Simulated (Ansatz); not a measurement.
PbS (Galena):

```xyz
2
Lattice="0.0000 2.9657 2.9657 2.9657 0.0000 2.9657 2.9657 2.9657 0.0000" Properties=species:S:1:pos:R:3 pbc="T T T"
Pb    0.0000    0.0000    0.0000
S     2.9657    2.9657    2.9657
```

Program: Ansatz 0.2.0. Alike in all runs: potentials or basis Ansatz PAW; cell as given; cutoff (eV) 420.

Question: Order these runs on this cell by their pressure, lowest first.
A. level RPBE; spin off; k mesh 8 × 8 × 8; smearing fermi-dirac 0.05 eV; points for each segment of the path 14
B. level LDA; spin SOC, no magnetisation; k mesh 6 × 6 × 6; smearing fermi-dirac 0.05 eV; points for each segment of the path 14
C. level PBE; spin off; k mesh 8 × 8 × 8; smearing gaussian 0.011 eV
D. level PBEsol; spin SOC, no magnetisation; k mesh 6 × 6 × 6; smearing fermi-dirac 0.05 eV; points for each segment of the path 14

Answer: B (-3.3 GPa), D (-1.6 GPa), C (2.2 GPa), A (4.2 GPa).

Caveats: the PAW data sets come from PBE, with cores solved anew for the run's functional, which leaves a small shift of forces and pressure (some runs).
